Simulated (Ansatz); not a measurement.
# Formation energy and levels of the self-interstitial K_i (8-fold void) in KCl (Fm-3m)

Aim: at which Fermi levels does K_i (8-fold void) in KCl (Fm-3m) change its charge? The model is a cell of 54 host atoms with 1 K put in.

Calculated with Ansatz 0.2.0; place-levels on PBEsol runs: charge-transition levels and formation energies with image-charge correction and potential alignment at the atomic sites.

This is a report of a sequence of runs, with most program output left out.

## Step 1: Set-up

The cell holds 55 atoms: 28 K and 27 Cl. Its edges and angles: a = 13.243 Å, b = 13.243 Å, c = 13.243 Å, α = 60.0°, β = 60.0°, γ = 60.0°. It derives from KCl (space group Fm-3m). Nearest the centre at fractional (0.750, 0.083, 0.750): K55 at 0.00 Å, Cl54 at 2.70 Å, K41 at 2.70 Å, K5 at 2.70 Å, Cl40 at 2.70 Å, K37 at 2.70 Å, Cl24 at 2.70 Å, Cl42 at 2.70 Å.

As a file:

```xyz
55
Lattice="0.0000 9.3644 9.3644 9.3644 0.0000 9.3644 9.3644 9.3644 0.0000" Properties=species:S:1:pos:R:3 pbc="T T T"
K     0.0000    0.0000    0.0000
Cl    3.1215    3.1215    3.1215
K     3.1215    3.1215    0.0000
Cl    6.2430    6.2430    3.1215
K     6.2430    6.2430    0.0000
Cl    9.3644    9.3644    3.1215
K     3.1215    0.0000    3.1215
Cl    6.2430    3.1215    6.2430
K     6.2430    3.1215    3.1215
Cl    9.3644    6.2430    6.2430
K     9.3644    6.2430    3.1215
Cl   12.4859    9.3644    6.2430
K     6.2430    0.0000    6.2430
Cl    9.3644    3.1215    9.3644
K     9.3644    3.1215    6.2430
Cl   12.4859    6.2430    9.3644
K    12.4859    6.2430    6.2430
Cl   15.6074    9.3644    9.3644
K     0.0000    3.1215    3.1215
Cl    3.1215    6.2430    6.2430
K     3.1215    6.2430    3.1215
Cl    6.2430    9.3644    6.2430
K     6.2430    9.3644    3.1215
Cl    9.3644   12.4859    6.2430
K     3.1215    3.1215    6.2430
Cl    6.2430    6.2430    9.3644
K     6.2430    6.2430    6.2430
Cl    9.3644    9.3644    9.3644
K     9.3644    9.3644    6.2430
Cl   12.4859   12.4859    9.3644
K     6.2430    3.1215    9.3644
Cl    9.3644    6.2430   12.4859
K     9.3644    6.2430    9.3644
Cl   12.4859    9.3644   12.4859
K    12.4859    9.3644    9.3644
Cl   15.6074   12.4859   12.4859
K     0.0000    6.2430    6.2430
Cl    3.1215    9.3644    9.3644
K     3.1215    9.3644    6.2430
Cl    6.2430   12.4859    9.3644
K     6.2430   12.4859    6.2430
Cl    9.3644   15.6074    9.3644
K     3.1215    6.2430    9.3644
Cl    6.2430    9.3644   12.4859
K     6.2430    9.3644    9.3644
Cl    9.3644   12.4859   12.4859
K     9.3644   12.4859    9.3644
Cl   12.4859   15.6074   12.4859
K     6.2430    6.2430   12.4859
Cl    9.3644    9.3644   15.6074
K     9.3644    9.3644   12.4859
Cl   12.4859   12.4859   15.6074
K    12.4859   12.4859   12.4859
Cl   15.6074   15.6074   15.6074
K     7.8037   14.0467    7.8037
```

The host's dielectric constants go in as inputs: 2.38 for the electrons alone, 5.25 with the ions, from a response run on this crystal (DFPT, PBEsol) at that run's own cell.

The cell's shortest repeat is 13.2 Å.

## Step 2: Charge states

A transition level is the Fermi level at which two charge states cost the same, so each charge needs its own total energy, at its own relaxed structure.

Each atom starts 0.05 Å or so off its site in a random direction: a symmetric start keeps its symmetry, and would miss off-centre moves and Jahn–Teller distortions. Forces are taken at one point at (¼, ¼, ¼). The cell holds 1 electron more than the neutral one, with a uniform background that keeps it neutral on the whole.

The sampling was tested on the host first: at the k-points planned (1x1x1 shifted 0.25 0.25 0.25) its energy lies 0.001 eV an atom from the dense-mesh value, under the bound of 0.02 eV set for this test; that bounds the host's error, not the defect's.

One state's input; the others differ in charge, spin, start and seed, and in occupations where the table says so.

File qm1.relax/input.yaml:

```yaml
crystal:
  lattice:
    - [0.0, 3.12148172, 3.12148172]
    - [3.12148172, 0.0, 3.12148172]
    - [3.12148172, 3.12148172, 0.0]
  atoms:
    - { symbol: K, position: [0.0, 0.0, 0.0] }
    - { symbol: Cl, position: [0.5, 0.5, 0.5] }
  supercell: [3, 3, 3]
  defects: [{ interstitial: { symbol: K, position: [0.75, 0.083333, 0.75] } }]
total_charge: -1
basis:
  ecutwfc: 420
  xc_grid: 2
hamiltonian:
  xc: pbesol
kpoints:
  mp_grid: { grid: [1, 1, 1], shift: [0.25, 0.25, 0.25] }
scf:
  occupations: { method: fixed }
  max_iter: 60
output:
  forces: true
  charged_corrections: { epsilon: 2.38, static_epsilon: 5.25 }
relax:
  f_tol: 0.02
  max_steps: 80
  random_displacement: { amplitude: 0.05, seed: 62 }
checkpoint:
  write: "../qm1.relax.run"
  compress: false
  write_wavefunctions: true
  write_every: 100000
```

Command:

```console
$ ansatz run input.yaml --threads 4 --pin off --max-ram 14131MiB --backend cpu --events-out ev --progress --plain --runs-dir out
```

Defect states can disperse in a cell of this size, so the energy is taken again at a 2×2×2 shifted mesh, on the relaxed structure.

The run of this state that the levels use, under PBEsol:

File qm1.point/input.yaml:

```yaml
crystal:
  checkpoint: "../qm1.relax.run"
  host: checkpoint
total_charge: -1
basis:
  ecutwfc: 420
  xc_grid: 2
hamiltonian:
  xc: pbesol
kpoints:
  mp_grid: { grid: [2, 2, 2], shift: [0.5, 0.5, 0.5] }
scf:
  occupations: { method: fermi_dirac, width: 0.01 }
  max_iter: 60
output:
  forces: true
  eigenvalues: true
  charged_corrections:
    epsilon: 2.38
    static_epsilon: 5.25
    defect_position: [0.75, 0.083333, 0.75]
  eigenstates: { localisation: true }
  populations: true
  band_densities: [{ bands: [v1, v1] }, { bands: [c1, c1] }]
  write_density: true
  write_potential: true
  volumetric_format: npy
checkpoint:
  read: "../qm1.relax.run"
  write: "../qm1.point.run"
  compress: false
  write_wavefunctions: false
  write_every: 100000
```

Relaxations under PBEsol at one point at (¼, ¼, ¼); times on 4 threads of Arm Neoverse V2, shared host:

| charge | moment (μB) | occupations | outcome | steps | largest displacement against the far atoms (Å) | time |
| --- | --- | --- | --- | --- | --- | --- |
| −1 | 0 | fixed | converged | 5 | 0.46 | 71 s |
| 0 | 1 | fixed | converged | 5 | 0.45 | 2.5 min |
| +1 | 0 | fixed | converged | 5 | 0.44 | 69 s |

Single points under PBEsol at a 2×2×2 shifted mesh; times on 4 threads of Arm Neoverse V2, shared host:

| charge | moment (μB) | occupations | outcome | time |
| --- | --- | --- | --- | --- |
| −1 | 0 | fermi-dirac | converged | 2 min |
| 0 | 1 | fermi-dirac | converged | 3.9 min |
| +1 | 0 | fermi-dirac | converged | 1.8 min |

Distances (Å) from K55 to the nearest atoms after relaxation with PBEsol:

| charge | moment (μB) | 1. | 2. | 3. | 4. | 5. | 6. |
| --- | --- | --- | --- | --- | --- | --- | --- |
| −1 | 0 | Cl 2.82 | Cl 2.82 | Cl 2.82 | Cl 2.83 | K 3.16 | K 3.16 |
| 0 | 1 | Cl 2.81 | Cl 2.81 | Cl 2.81 | Cl 2.81 | K 3.15 | K 3.15 |
| +1 | 0 | Cl 2.80 | Cl 2.80 | Cl 2.80 | Cl 2.80 | K 3.14 | K 3.14 |

## Step 3: Levels against the band edges, PBEsol

A charged cell interacts with its images and the background, and its potential has another zero than the host's. place-levels removes the first by a point-charge model, screened by the static dielectric constant since the ions have relaxed around the charge, and the second by comparing potentials at atoms far from the defect.

The host is a run of the defect-free crystal in the same cutoffs, grids and k-points, so that basis and sampling errors cancel in part in the differences. The host is run in a cell of 2 atoms on a matching mesh. Its band edges are searched through the zone by a band path, so the gap is smaller than, or equal to, that on the mesh. Chemical potentials are energies per atom of K (bcc), run with the same functional and cutoff.

File levels.point.yaml:

```yaml
host:
  run: host.point.run
states: [qm1.point.run, q0_M1.point.run, qp1.point.run]
geometry_from:
  qm1.point.run: qm1.relax.run
  q0_M1.point.run: q0_M1.relax.run
  qp1.point.run: qp1.relax.run
chemical_potentials:
  K:
    energy: -1516.029766
    dataset: <sha256 of the dataset>
epsilon: 2.38
static_epsilon: 5.25
vertical:
  - { from: qm1.point.run, to: qm1.point_neutral.run }
  - { from: qp1.point.run, to: qp1.point_neutral.run }
```

Command:

```console
$ ansatz place-levels levels.point.yaml -- --threads 4 --pin off --max-ram 14131MiB
```

The job ended after 0.25 s (4 threads of Arm Neoverse V2, shared host).

Under PBEsol the gap is 5.10 eV, (+1/0) 5.14 (outside the gap), (0/−1) 5.15 (outside the gap) (with band filling) eV.

Levels between the charges placed, in eV above the valence top:

|  | gap (eV) | (+1/0) | (0/−1) |
| --- | --- | --- | --- |
| PBEsol | 5.10 | 5.14 | 5.15 |

Corrections by state:

| charge | moment (μB) | image terms and alignment (eV) | band filling (eV) | ε used | over the lowest of its charge, as the program ranks them, band filling apart (eV) |
| --- | --- | --- | --- | --- | --- |
| +1 | 0.0 | 0.517 | - | 5.25 | 0.000 |
| 0 | 1.0 | 0.000 | - | - | 0.000 |
| −1 | 0.0 | 0.003 | -0.488 | 5.25 | 0.000 |

The charged structures listed were also run neutral, and place-levels reads from each pair, by the potential or the spins, how wide the charge is by which they differ; that can be the carrier of either run.

| charge | rms radius (Å) | spread where it is widest against the cell (Å) | wide from (Å) | reading |
| --- | --- | --- | --- | --- |
| +1 | 5.8 | 3.33 | 1.87 | wide |
| −1 | 6.2 | 3.60 | 1.87 | wide |

The neutral runs of these pairs need not share the spin of the lowest neutral state, and very wide values only mean spread over the cell.

From the program's caveats on the states, each cut to its opening words:

- charge +1: it parts from the run at its places by a charge that spreads by about 3.3 Å along one vector (1.9 Å or more is wide), by its potential at epsilon 2.38, taken [...]
- charge +1: its displacements don't fall off away from the defect: farther atoms stand 0.033 Å off the host's places
- charge 0 (1 μB): its alignment with the host at atomic sites is doubtful: the mean over the far sites moves by -0.0543 eV from their farther parts to their nearer, more than [...]
- charge 0 (1 μB): its displacements don't fall off away from the defect: farther atoms stand 0.037 Å off the host's places
- charge 0 (1 μB): its moments are held at its close (magnetization.spin_locking), by a field of 0.155 eV a Bohr magneton, and its energy and levels are of the state that this [...]
- charge −1: how wide its charge is, is not read beside other atoms or cores, and a band state would take no correction
- charge −1: a band-filling correction moves a carrier to the host's band edge, which changes its energy by -0.488 eV
- charge −1: its alignment with the host at atomic sites is doubtful: the mean over the far sites moves by -0.0816 eV from their farther parts to their nearer, more than [...]
- charge −1: its displacements don't fall off away from the defect: farther atoms stand 0.041 Å off the host's places

The host's formation energy from the elements is -2.000 eV per atom; it sets how far the chemical potentials can move.

Formation energies (eV), Cl-rich (Δμ(Cl) = 0.00 eV, Δμ(K) = -4.00 eV):

| charge | Fermi level at the valence top | at the conduction bottom |
| --- | --- | --- |
| +1 | 1.42 | 6.52 |
| 0 | 6.56 | 6.56 |
| −1 | 11.71 | 6.61 |

Formation energies (eV), K-rich (Δμ(K) = 0.00 eV, Δμ(Cl) = -4.00 eV):

| charge | Fermi level at the valence top | at the conduction bottom |
| --- | --- | --- |
| +1 | -2.58 | 2.52 |
| 0 | 2.56 | 2.56 |
| −1 | 7.71 | 2.61 |

## Step 4: Effect of the sampling

The relaxations' own energies give the levels at their sampling, for comparison.

File levels.relax_mesh.yaml:

```yaml
host:
  run: host.relax.run
states: [qm1.relax.run, q0_M1.relax.run, qp1.relax.run]
chemical_potentials:
  K:
    energy: -1516.029766
    dataset: <sha256 of the dataset>
```

Command:

```console
$ ansatz place-levels levels.relax_mesh.yaml -- --threads 4 --pin off --max-ram 14131MiB
```

The job ended after 0.08 s (4 threads).

Levels between neighbouring charges, in eV above the valence top:

|  | gap (eV) | (+1/0) | (0/−1) |
| --- | --- | --- | --- |
| one point at (¼, ¼, ¼) | 5.10 | 4.85 | 5.15 |
| a 2×2×2 shifted mesh | 5.10 | 5.14 | 5.15 |

Going from one point at (¼, ¼, ¼) to a 2×2×2 shifted mesh moves the levels that carry no band-filling term by up to 0.29 eV and formation energies against the elements by up to 0.29 eV; band-filling terms, which differ between samplings, are in these energies.

## Step 5: Levels against the band edges, r2SCAN

r2SCAN on the same structure is run to see how far the result rests on the functional, though not on the errors that semilocal functionals share; the sampling changes too, to one point at (¼, ¼, ¼), so differences hold both changes.

File qm1.r2scan/input.yaml:

```yaml
crystal:
  checkpoint: "../qm1.relax.run"
  host: checkpoint
total_charge: -1
basis:
  ecutwfc: 500
  xc_grid: 2
hamiltonian:
  xc: r2scan
kpoints:
  mp_grid: { grid: [1, 1, 1], shift: [0.25, 0.25, 0.25] }
scf:
  occupations: { method: fermi_dirac, width: 0.01 }
  max_iter: 60
output:
  forces: true
  eigenvalues: true
  charged_corrections:
    epsilon: 2.38
    static_epsilon: 5.25
    defect_position: [0.75, 0.083333, 0.75]
checkpoint:
  write: "../qm1.r2scan.run"
  compress: false
  write_wavefunctions: false
  write_every: 100000
```

Run time: 36 s. Hardware: 4 threads; peak memory 3.5 GiB.

File levels.r2scan.yaml:

```yaml
host:
  run: host.r2scan.run
  levels_from: { run: edges.r2scan.run }
states: [qm1.r2scan.run, q0_M1.r2scan.run, qp1.r2scan.run]
geometry_from:
  qm1.r2scan.run: qm1.relax.run
  q0_M1.r2scan.run: q0_M1.relax.run
  qp1.r2scan.run: qp1.relax.run
chemical_potentials:
  K:
    energy: -1542.480493
    dataset: <sha256 of the dataset>
```

Command:

```console
$ ansatz place-levels levels.r2scan.yaml -- --threads 4 --pin off --max-ram 14131MiB
```

Run time: 0.16 s. Hardware: 4 threads.

Under r2SCAN the gap is 5.91 eV, (+1/0) 5.66, (0/−1) 5.95 (outside the gap) (with band filling) eV.

## Step 6: Side by side

Levels between neighbouring charges, in eV above each run's own valence top:

|  | gap (eV) | (+1/0) | (0/−1) | CPU time a state at this stage (restarts are quicker than cold starts) |
| --- | --- | --- | --- | --- |
| PBEsol, 2×2×2 shifted mesh | 5.10 | 5.14 | 5.15 | 9.8 min |
| r2SCAN on PBEsol structures, (¼, ¼, ¼) | 5.91 | 5.66 | 5.95 | 4.1 min |

## Step 7: Summary of results

| Property | Result |
| --- | --- |
| gap of the host | 5.10 eV (PBEsol) |
| level (plus 1/0) | 5.14 eV above the valence top, past the conduction bottom |
| level (0/minus 1) | 5.15 eV above the valence top, past the conduction bottom (5.64 eV above the valence top without the band-filling term) |
| lowest of the charges placed, just above the valence top (0.02 eV) | +1 |
| lowest of the charges placed, just below the conduction bottom (0.02 eV) | +1 |
| lowest formation energy at mid-gap of the charges run, Cl-rich | 3.97 eV |
| lowest formation energy at mid-gap of the charges run, K-rich | -0.03 eV |

In words: Of the charges placed (−1, 0 and +1), +1 is the lowest from 0.02 eV above the valence top to 0.02 eV below the conduction bottom, a gap of 5.10 eV. (+1/0) lies 0.04 eV from a band edge, less than the doubt on such levels. Charges above +1 were not placed, so these runs say nothing of levels that involve them. States placed: +1 at 0 μB; 0 at 1 μB; −1 at 0 μB. Other spin states or structures, where not listed, weren't placed. The program finds carriers beyond a band edge of the host and adds a band-filling term at charge −1 (-0.49 eV); steps to such a charge show no bound level, and a defect level inside a band would be read the same way. Going from one point at (¼, ¼, ¼) to a 2×2×2 shifted mesh moves the levels that carry no band-filling term by up to 0.29 eV and formation energies against the elements by up to 0.29 eV; band-filling terms, which differ between samplings, are in these energies. The program doubts the alignment of potentials for at least one state, a sign that the cell is small. What this leaves open: PBEsol makes the gap too small and tends to spread out bound carriers; where a gas molecule sets a chemical potential or the host's formation energy, its binding is uncorrected.

[Logs are printed without paths, hosts, clocks, repeated set-up lines and the standing remarks that a program may print on its own settings, such as how far it seeks lower states.]

[Hosts, paths, dates, database ids (printed as entryN), source tags and the programs' standing remarks are cut or masked in the printed files.]

[Where a table of states has a column of steps, it counts the stored structures, which are thinned; the runs took as many ionic steps or more.]

[A defect's name tells the site on which it was built; relaxed atoms can leave that site.]

[For some hosts the program warned that the k-mesh of the response run may be too coarse for force constants and the static dielectric constant; such warnings are not shown here.]
